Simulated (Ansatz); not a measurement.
KF (rocksalt), relaxed with r2SCAN: 5 runs in Ansatz, each a calculation of independent-particle optics. The symmetry is Fm-3m (No. 225, cubic); conventional cell a = 5.318 Å, 18.80 Å³ an atom. K is surrounded by 6 F at 2.66 Å; F is surrounded by 6 K at 2.66 Å. No spin polarisation and no zero-point or thermal motion.

```
K F
1.0
     0.00000    2.65896    2.65896
     2.65896    0.00000    2.65896
     2.65896    2.65896    0.00000
K F
1 1
Direct
  0.00000 0.00000 0.00000
  0.50000 0.50000 0.50000
```

On meshes this coarse, single peaks can be features of the mesh. No local fields, no excitons; the zone sum runs over the cells of the mesh, and ε∞ includes the bands left out of the spectrum. Up to four peaks are listed, those above 15 % of the tallest and inside the complete range; the four can differ from row to row. Rows marked drawn have settings drawn at random (some not listed).

```tsv
functional	k mesh	broadening (eV)	scissors (eV)	range (eV)	settings	direct gap on the mesh before scissors (eV)	ε∞ xx	ε∞ yy	ε∞ zz	complete up to (eV)	tallest peaks of mean ε₂ (eV)
PBE	6×6×6	0.1	0.00	0–23	chosen	6.26	2.12	2.12	2.12	23.0	18.80 19.40 21.30 22.90
r2SCAN	6×6×6	0.1	0.00	0–23	chosen	6.91	2.02	2.02	2.02	23.0	12.75 19.55 20.15 22.35
LDA	4×4×4	0.4	2.50	0.5–30	drawn	5.88	2.01	2.01	2.01	30.0	12.20 21.00 23.80 24.80
PBE	4×4×4	0.05	0.00	0–15	drawn	6.26	2.12	2.12	2.12	15.0	10.00 10.50 11.90 13.60
```

Question: Estimate from these rows what the further settings give.
```tsv
functional	k mesh	broadening (eV)	scissors (eV)	range (eV)	settings
PBE	6×6×6	0.1	2.00 (to HSE06)	0–23	chosen
```

Answer:
```json
{"functional": "PBE", "k mesh": "6×6×6", "broadening (eV)": "0.1", "scissors (eV)": "2.00 (to HSE06)", "range (eV)": "0–23", "settings": "chosen", "direct gap on the mesh before scissors (eV)": "6.26", "ε∞ xx": "1.98", "ε∞ yy": "1.98", "ε∞ zz": "1.98", "complete up to (eV)": "23.0", "tallest peaks of mean ε₂ (eV)": "12.45 13.90 20.80 21.40"}
```
